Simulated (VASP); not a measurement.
## InAs: band structure with HSEsol

InAs:

```
In As
1.0
     0.00000    3.01800    3.01800
     3.01800    0.00000    3.01800
     3.01800    3.01800    0.00000
In As
1 1
Direct
  0.00000 0.00000 0.00000
  0.75000 0.75000 0.75000
```

```
Program                            : VASP 6.6.1
Task                               : band structure
Functional                         : HSEsol
Potentials or basis                : VASP PAW PBE potentials, release 64 (In_d, As)
Cutoff                             : 520 eV
k mesh                             : 4 × 4 × 4
Occupations                        : fermi-dirac, width 0.05 eV
Spin                               : no spin polarisation
Grid for exact exchange (PRECFOCK) : Fast
Further INCAR settings             : ALGO = Normal; EDIFF = 1e-07; NBANDS = 16
```

```yaml
Pressure: 0.4 GPa
Band_gap_on_the_k_mesh: 0.52 eV, direct
Band_gap_along_the_path: 0.52 eV, direct
```

Levels at the corners of the path, in eV from the valence-band top:
| point | band 7 | band 8 | band 9 | band 10 | band 11 | band 12 |
| --- | --- | --- | --- | --- | --- | --- |
| Γ | 0.00 | 0.00 | 0.00 | 0.52 | 4.64 | 4.64 |
| X | -6.39 | -2.56 | -2.56 | 2.04 | 2.68 | 10.29 |
| X | -6.39 | -2.56 | -2.56 | 2.04 | 2.68 | 10.29 |
| W | -6.22 | -3.25 | -3.15 | 4.94 | 5.16 | 5.85 |
| W | -6.22 | -3.25 | -3.15 | 4.94 | 5.16 | 5.85 |
| K | -6.23 | -3.60 | -2.15 | 2.70 | 5.08 | 8.28 |
| K | -6.23 | -3.60 | -2.15 | 2.70 | 5.08 | 8.28 |
| Γ | 0.00 | 0.00 | 0.00 | 0.52 | 4.64 | 4.64 |
| Γ | 0.00 | 0.00 | 0.00 | 0.52 | 4.64 | 4.64 |
| L | -6.33 | -1.09 | -1.09 | 1.62 | 5.43 | 5.43 |
| L | -6.33 | -1.09 | -1.09 | 1.62 | 5.43 | 5.43 |
| U | -6.23 | -3.60 | -2.15 | 2.70 | 5.08 | 8.28 |
| U | -6.23 | -3.60 | -2.15 | 2.70 | 5.08 | 8.28 |
| W | -6.22 | -3.25 | -3.15 | 4.94 | 5.16 | 5.85 |
| W | -6.22 | -3.25 | -3.15 | 4.94 | 5.16 | 5.85 |
| L | -6.33 | -1.09 | -1.09 | 1.62 | 5.43 | 5.43 |
| L | -6.33 | -1.09 | -1.09 | 1.62 | 5.43 | 5.43 |
| K | -6.23 | -3.60 | -2.15 | 2.70 | 5.08 | 8.28 |
| U | -6.23 | -3.60 | -2.15 | 2.70 | 5.08 | 8.28 |
| X | -6.39 | -2.56 | -2.56 | 2.04 | 2.68 | 10.29 |

It took 22 min on 1 thread of Intel(R) Xeon(R) 6975P-C (Granite Rapids), with other jobs on the host, peak memory 0.36 GiB.

Caveat: the k mesh is coarse (spacing up to 0.45 Å⁻¹), so the values aren't converged, least of all with exact exchange; the PAW data sets were made with another functional, which shifts forces and pressure a little; spin-orbit coupling is left out, which moves the levels of the heavy elements.
